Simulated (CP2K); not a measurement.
The system is WC (Qusongite).

```
CELL_PARAMETERS angstrom
2.90650 0.00000 0.00000
-1.45325 2.51710 0.00000
0.00000 0.00000 2.83660
ATOMIC_POSITIONS crystal
W 0.00000 0.00000 0.00000
C 0.66667 0.33333 0.50000
```

Base run:

```yaml
Program: CP2K 2026.2
Functional: RPBE
Potentials_or_basis: POTENTIAL_UZH W GTH-PBE-q14, C GTH-PBE-q4; TZVP-MOLOPT-PBE-GTH basis
Density_cutoff: 6123 eV
k_mesh: 10 × 10 × 9
Occupations: fermi-dirac, width 0.05 eV
Spin: no spin polarisation
```

Its results: band gap on the k mesh none (metal or under the smearing width); pressure 5.1 GPa.

Task: The run is repeated on the same cell with these changes: functional from RPBE to PBEsol. What comes out?

Result: Band gap on the k mesh none (metal or under the smearing width); pressure -4.0 GPa.

PBEsol binds more tightly than RPBE, so the same cell stands under less pressure.

Caveats: the potentials were made for another functional, which shifts forces and pressure; spin-orbit coupling is left out, which moves the levels of the heavy elements; the basis of atomic orbitals isn't converged, which shifts pressures, moduli and gaps.
